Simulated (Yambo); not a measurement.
# InP (F-43m) in Yambo: notebook, part 2 of 2

Yambo 5.3.0.

## Step 4: G0W0 quasiparticle levels, PBEsol, non-collinear spin, zero start, spin-orbit coupling

Contents of g0w00.in:

```
gw0
dyson
el_el_corr
rim_cut
HF_and_locXC
ppa
em1d
RandQpts= 1000000
RandGvec= 50 RL
EXXRLvcs= 70 Ry
VXCRLvcs= 70 Ry
Chimod= "HARTREE"
% BndsRnXp
 1 | 318 |
%
NGsBlkXp= 6 Ry
% LongDrXp
 1 | 1 | 1 |
%
PPAPntXp= 27.21138 eV
% GbndRnge
 1 | 318 |
%
GTermKind= "BG"
DysSolver= "n"
ExtendOut
% QPkrange
 1 | 1 | 15 | 22 |
%
```

Contents of scf.in:

```
&CONTROL
  calculation = 'scf'
  prefix = 'pwscf'
  outdir = './tmp'
  pseudo_dir = './pseudo'
/
&SYSTEM
  ibrav = 0
  nat = 2
  ntyp = 2
  ecutwfc = 70
  nbnd = 30
  occupations = 'smearing'
  smearing = 'fd'
  degauss = 0.00367493
  noncolin = .true.
  lspinorb = .true.
  force_symmorphic = .true.
/
&ELECTRONS
  conv_thr = 4d-10
  electron_maxstep = 120
  mixing_beta = 0.5
/
ATOMIC_SPECIES
In   114.8180 In.upf
P     30.9738 P.upf
CELL_PARAMETERS angstrom
   0.0000000000    2.9305000000    2.9305000000
   2.9305000000    0.0000000000    2.9305000000
   2.9305000000    2.9305000000    0.0000000000
ATOMIC_POSITIONS crystal
In     0.0000000000    0.0000000000    0.0000000000
P      0.7500000000    0.7500000000    0.7500000000
K_POINTS automatic
8 8 8 0 0 0
```

Contents of nscf.in:

```
&CONTROL
  calculation = 'nscf'
  prefix = 'pwscf'
  outdir = './tmp'
  pseudo_dir = './pseudo'
/
&SYSTEM
  ibrav = 0
  nat = 2
  ntyp = 2
  ecutwfc = 70
  nbnd = 318
  occupations = 'fixed'
  noncolin = .true.
  lspinorb = .true.
  force_symmorphic = .true.
/
&ELECTRONS
  conv_thr = 1d-08
  diago_full_acc = .true.
  diago_thr_init = 1d-06
/
ATOMIC_SPECIES
In   114.8180 In.upf
P     30.9738 P.upf
CELL_PARAMETERS angstrom
   0.0000000000    2.9305000000    2.9305000000
   2.9305000000    0.0000000000    2.9305000000
   2.9305000000    2.9305000000    0.0000000000
ATOMIC_POSITIONS crystal
In     0.0000000000    0.0000000000    0.0000000000
P      0.7500000000    0.7500000000    0.7500000000
K_POINTS automatic
4 4 4 0 0 0
```

Potentials or basis: PseudoDojo 0.4 FR PBEsol standard.

Started as:

```bash
> OMP_NUM_THREADS=1 pw.x -in scf.in > scf.out
> OMP_NUM_THREADS=1 pw.x -in nscf.in > nscf.out
> cd tmp/pwscf.save; p2y; mv SAVE ../..; cd ../..
> OMP_NUM_THREADS=1 yambo
> OMP_NUM_THREADS=1 yambo -F g0w00.in -J g0w00 -C g0w00_out
```

Yambo's report:

```text
[... sections 02.01 to 02.04 as in the set-up run ...]

  [02.05] Energies & Occupations
  ==============================

  [X] === General ===
  [X] Electronic Temperature                        :  0.000000  0.000000 [eV K]
  [X] Bosonic    Temperature                        :  0.000000  0.000000 [eV K]
  [X] Finite Temperature mode                       : no
  [X] El. density                                   :  0.35762E+24 [cm-3]
  [X] Fermi Level                                   :  7.075035 [eV]

  [X] === Gaps and Widths ===
  [X] Conduction Band Min                           :  0.585565 [eV]
  [X] Valence Band Max                              :  0.000000 [eV]
  [X] Filled Bands                                  :  18
  [X] Empty Bands                                   :    19   318
  [X] Direct Gap                                    :  0.585565 [eV]
  [X] Direct Gap localized at k                     :  1
  [X] Indirect Gap                                  :  0.585565 [eV]
  [X] Indirect Gap between kpts                     :  1  1
  [X] Last valence band width                       :  2.930593 [eV]
  [X] 1st conduction band width                     :  3.582136 [eV]

 [03] Transferred momenta grid and indexing
 ==========================================

 IBZ Q-points                                      :   8
 BZ  Q-points                                      :   64

 K/Q-points units:
 rlu = crystal or reduced units; cc = cartesian coordinates; iku = interal k-units

 Q [1]          [rlu]:  0.000000  0.000000  0.000000
 Q [2]          [rlu]:  0.54193E-16  0.26437E-16  0.25000
 Q [3]          [rlu]: -0.10839E-15 -0.52875E-16 -0.50000
 Q [4]          [rlu]:  0.87374E-19  0.25000      0.25000
 Q [5]          [rlu]:  0.23853E-16  0.25000      0.50000
 Q [6]          [rlu]:  0.44978E-16  0.25000     -0.25000
 Q [7]          [rlu]: -0.17475E-18 -0.50000     -0.50000
 Q [8]          [rlu]:  0.250000 -0.500000 -0.250000

 [04] Coloumb potential Random Integration (RIM)
 ===============================================

  [04.01] RIM initialization
[... 189 lines left out ...]
   :: PP condition fails/total    :  0.384042
   :: Time ordering fails/rest    :  0.498463
   :: Mean rel dev of PP cond     :  0.384040

  [08.02] QP properties and I/O
  =============================

  Legend (energies in eV)
  - B  : Band       - Eo  : bare energy
  - E  : QP energy  - Z   : Renormalization factor
  - So : Sc(Eo)     - S   : Sc(E)
  - dSp: Sc derivative precision

  - lXC: Local XC (Perdew, Burke & Ernzerhof SOL(X)+Perdew, Burke & Ernzerhof SOL(C))
  -nlXC: non-Local XC (Hartree-Fock)

  QP [eV] @ K [1] (iku):  0.000000  0.000000  0.000000
   B=15 Eo= -0.00 E= -0.44 E-Eo= -0.44 Re(Z)=0.78 Im(Z)=-0.142547E-2 nlXC= -14.0272 lXC= -12.4174 So=  1.04917
   B=16 Eo= -0.00 E= -0.44 E-Eo= -0.44 Re(Z)=0.78 Im(Z)=-0.142547E-2 nlXC= -14.0272 lXC= -12.4174 So=  1.05173
   B=17 Eo= -0.00 E= -0.44 E-Eo= -0.44 Re(Z)=0.78 Im(Z)=-0.142547E-2 nlXC= -14.0272 lXC= -12.4174 So=  1.05298
   B=18 Eo=  0.00 E= -0.43 E-Eo= -0.43 Re(Z)=0.78 Im(Z)=-0.142547E-2 nlXC= -14.0272 lXC= -12.4174 So=  1.05605
   B=19 Eo=  0.59 E=  0.54 E-Eo= -0.05 Re(Z)=0.79 Im(Z)=-0.136940E-2 nlXC= -7.59771 lXC= -11.2949 So= -3.75760
   B=20 Eo=  0.59 E=  0.54 E-Eo= -0.05 Re(Z)=0.79 Im(Z)=-0.136940E-2 nlXC= -7.59771 lXC= -11.2949 So= -3.75760
   B=21 Eo=  3.67 E=  3.53 E-Eo= -0.14 Re(Z)=0.80 Im(Z)=-0.141907E-2 nlXC= -6.59337 lXC= -10.3664 So= -3.95213
   B=22 Eo=  3.67 E=  3.53 E-Eo= -0.14 Re(Z)=0.80 Im(Z)=-0.141907E-2 nlXC= -6.59337 lXC= -10.3664 So= -3.95213

  [WR./g0w00//ndb.QP]-------------------------------------------------------------
   Lattice constants                                :  5.537842  5.537842  5.537842
   Coulomb cutoff potential                         : none
   Electronic Temperature                           :  0.000000 [K]
   Bosonic    Temperature                           :  0.000000 [K]
   Green`s function   energies                      : Perdew, Burke & Ernzerhof SOL(X)+Perdew, Burke & Ernzerhof SOL(C)
   wavefunctions                                    : Perdew, Burke & Ernzerhof SOL(X)+Perdew, Burke & Ernzerhof SOL(C)
   PPA    diel. fun.  energies                      : Perdew, Burke & Ernzerhof SOL(X)+Perdew, Burke & Ernzerhof SOL(C)
   wavefunctions                                    : Perdew, Burke & Ernzerhof SOL(X)+Perdew, Burke & Ernzerhof SOL(C)
   QP tot states                                    :   8
   GW solver                                        : Newton
   GW approximation                                 : PPA
   PPA imaginary Energy                             :  27.21138 ev
   RIM G`s                                          :   51
   RIM random pts                                   :  1000000
   dS/dw steps                                      :  2
   dS/dw step                                       :  0.100000 ev
   X G`s                                            :   89 used
   X G`s                                            :   89 disk
   X bands                                          :     1   318
   X poles                                          :  100.0000 o/o
   X e/h E range                                    : -1.000000 -1.000000 ev
   X Hxc Kernel                                     : HARTREE
   X BZ energy Double Grid                          : no
   X Optical Averaged directions                    : none
   Sc/G bands                                       :     1   318
   Sc/G damping                                     :  0.100000 ev
   Sc bands terminator                              : yes
   Sc terminator kind                               : BG
   Sc Terminator pole                               :  40.81708
   Sx RL components                                 :   3479

   QP @ state[ 1 ] K range                          :  1  1
   QP @ state[ 1 ] b range                          :  15  22
   GF energies kind                                 : Perdew, Burke & Ernzerhof SOL(X)+Perdew, Burke & Ernzerhof SOL(C)
   GF WF`s kind                                     : Perdew, Burke & Ernzerhof SOL(X)+Perdew, Burke & Ernzerhof SOL(C)
   Xs energies kind                                 : Perdew, Burke & Ernzerhof SOL(X)+Perdew, Burke & Ernzerhof SOL(C)
   Xs WF`s kind                                     : Perdew, Burke & Ernzerhof SOL(X)+Perdew, Burke & Ernzerhof SOL(C)
```

r_setup:

```text
[02] CORE Variables Setup
 =========================

  [02.01] Unit cells
  ==================

  Cell kind             :  FCC
  Atoms in the cell     :  In  P
  number of In atoms    :  1
  number of P  atoms    :  1
[... 279 lines left out ...]

  [03.01] X indexes
  =================

   [03.01.01] Sigma indexes
   ========================

   [WR./SAVE//ndb.kindx]-----------------------------------------------------------
    Fragmentation                                    : no
    Polarization last K ( bz)                        :   64
    Polarization last K (ibz)                        :   8
    QP states                                        :   1   8
    X grid is uniform                                : yes
    Grids (string)                                   :  X S
    Grids (int-vector)                               :  1  0  0  1
```

o-g0w00.qp:

```text
# GW solver                                       : Newton
# GW approximation                                : PPA
# PPA imaginary Energy                            :   27.2113800    [ev]
[... 37 lines left out ...]
        1                  21                 3.671930           3.529111          -0.142819          -10.36640          -6.593367          -3.952131          -3.915849          -6.918487           0.797287          -0.001419          -13.45077           48.93488
        1                  22                 3.671930           3.529111          -0.142819          -10.36640          -6.593368          -3.952131          -3.915849          -6.918486           0.797287          -0.001419          -13.45077           48.93489
#
```

Run time: 22 min. Hardware: 1 thread of Arm Neoverse V2, shared host; peak memory 1.3 GiB.

What came out:

* Band gap on the k mesh, mean-field level: 0.59 eV, direct
* Quasiparticle gap: 0.97 eV
* Least direct quasiparticle gap: 0.97 eV
* Quasiparticle gap at Γ: 0.97 eV
* Band gap of the same states before the correction: 0.59 eV

Quasiparticle terms (eV):
| k point | band | Kohn-Sham level | Vxc | Σx | Σc | Z | result |
| --- | --- | --- | --- | --- | --- | --- | --- |
| (0.000, 0.000, 0.000) | 15 | 0.00 | -12.42 | -14.03 | 1.05 | 0.78 | -0.44 |
| (0.000, 0.000, 0.000) | 16 | 0.00 | -12.42 | -14.03 | 1.05 | 0.78 | -0.44 |
| (0.000, 0.000, 0.000) | 17 | 0.00 | -12.42 | -14.03 | 1.05 | 0.78 | -0.44 |
| (0.000, 0.000, 0.000) | 18 | 0.00 | -12.42 | -14.03 | 1.06 | 0.78 | -0.43 |
| (0.000, 0.000, 0.000) | 19 | 0.59 | -11.29 | -7.60 | -3.76 | 0.79 | 0.54 |
| (0.000, 0.000, 0.000) | 20 | 0.59 | -11.29 | -7.60 | -3.76 | 0.79 | 0.54 |
| (0.000, 0.000, 0.000) | 21 | 3.67 | -10.37 | -6.59 | -3.95 | 0.80 | 3.53 |
| (0.000, 0.000, 0.000) | 22 | 3.67 | -10.37 | -6.59 | -3.95 | 0.80 | 3.53 |

Caveat: the k mesh is coarse (spacing up to 0.46 Å⁻¹), so the values aren't converged; the potentials hold a filled d shell without the s and p states of that shell, which can shift GW gaps by tenths of an eV, either way; this version prints the column dSc/dw multiplied by 27.2; the terminator is approximate in this version, by hundredths of an eV. A k mesh can miss the band edges.
